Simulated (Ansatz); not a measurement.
(111) slab cut from the bulk of CuO, Cccm (No. 66); the slab's formula is CuO:

```
CELL_PARAMETERS angstrom
2.94870 0.00000 0.00000
-2.93558 5.93563 0.00000
0.00000 0.00000 26.51566
ATOMIC_POSITIONS crystal
O 0.94596 0.44431 0.28285
Cu 0.63343 0.63262 0.30698
Cu 0.63343 0.13262 0.30698
O 0.32089 0.82092 0.33110
O 0.69586 0.19752 0.37936
Cu 0.38332 0.38582 0.40349
Cu 0.38332 0.88582 0.40349
O 0.07079 0.57412 0.42762
O 0.44576 0.95072 0.47587
Cu 0.13322 0.13902 0.50000
Cu 0.13322 0.63902 0.50000
O 0.82069 0.32733 0.52413
O 0.19566 0.70392 0.57238
Cu 0.88312 0.89223 0.59651
Cu 0.88312 0.39223 0.59651
O 0.57059 0.08053 0.62064
O 0.94556 0.45713 0.66890
Cu 0.63302 0.64543 0.69302
Cu 0.63302 0.14543 0.69302
O 0.32049 0.83374 0.71715
```

These are results of DFT PBE, scalar-relativistic, plane waves, PAW in Ansatz 0.2.0, not measurements. Cutoff 420 eV; k points 13×6×1 on the computed 20-atom cell (Γ-centred); Gaussian smearing, width 0.10 eV; no spin polarisation. The cell repeats along c with a dipole correction in the vacuum.

(1) What forces act on the atoms?

Spin polarisation was left out, and a magnetic state may lie lower.

Results:

(1)
| atom | Fx (eV/Å) | Fy (eV/Å) | Fz (eV/Å) |
| --- | --- | --- | --- |
| O1 | -0.005 | -0.259 | 0.664 |
| Cu2 | 0.000 | -1.006 | -0.467 |
| Cu3 | 0.002 | 0.893 | -0.431 |
| O4 | 0.002 | 0.228 | -0.558 |
| O5 | -0.004 | 0.162 | 0.787 |
| Cu6 | 0.001 | -0.193 | 0.069 |
| Cu7 | 0.001 | 0.203 | -0.042 |
| O8 | -0.001 | 0.030 | -0.021 |
| O9 | 0.000 | -0.054 | 0.003 |
| Cu10 | 0.000 | 0.000 | 0.000 |
| Cu11 | 0.000 | 0.000 | 0.000 |
| O12 | 0.000 | 0.054 | -0.003 |
| O13 | 0.001 | -0.030 | 0.021 |
| Cu14 | -0.001 | 0.193 | -0.069 |
| Cu15 | -0.001 | -0.203 | 0.042 |
| O16 | 0.004 | -0.162 | -0.787 |
| O17 | -0.002 | -0.228 | 0.558 |
| Cu18 | 0.000 | 1.006 | 0.467 |
| Cu19 | -0.002 | -0.893 | 0.431 |
| O20 | 0.005 | 0.259 | -0.664 |

The reference crystal is a form of CuO, which isn't its usual structure.

Cost: 1 run of about 8.2 core-minutes, on Arm Neoverse V2 (shared hosts).